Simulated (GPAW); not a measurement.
The system is Zn.

```xyz
2
Lattice="2.6700 0.0000 0.0000 -1.3350 2.3123 0.0000 0.0000 0.0000 4.9660" Properties=species:S:1:pos:R:3 pbc="T T T"
Zn    1.3350    0.7708    3.7245
Zn    0.0000    1.5415    1.2415
```

* Program: GPAW 26.7.0
* Task: single point
* Functional: PBEsol
* Potentials or basis: PAW data sets generated in the run's folder for this functional
* Cutoff: 600 eV
* Basis: pw
* k mesh: 11 × 11 × 6
* Occupations: fermi-dirac, width 0.05 eV
* Spin: no spin polarisation

On this cell: pressure -5.8 GPa; largest force under 0.003 eV/Å; band gap on the k mesh none (metal or under the smearing width).

The same run follows on a disturbed copy (atoms moved at random, drawn with an rms of 0.05 Å):

```
CELL_PARAMETERS angstrom
2.67000 0.00000 0.00000
-1.33500 2.31229 0.00000
0.00000 0.00000 4.96600
ATOMIC_POSITIONS crystal
Zn 0.66542 0.31974 0.74893
Zn 0.32257 0.68013 0.25107
```

Task: What does the disturbed cell give?

Result: The energy (extrapolated to zero smearing) moves by +1.0 meV/atom; pressure -5.8 GPa; largest force 0.045 eV/Å; band gap on the k mesh none (metal or under the smearing width).

Forces in eV/Å, atoms in the order of the input:
```
Zn  -0.026  0.031  0.019
Zn   0.026 -0.031 -0.019
```

Stress tensor (GPa, compression positive):
```
-5.67 -0.07 -0.01
-0.07 -5.81  0.01
-0.01  0.01 -5.79
```
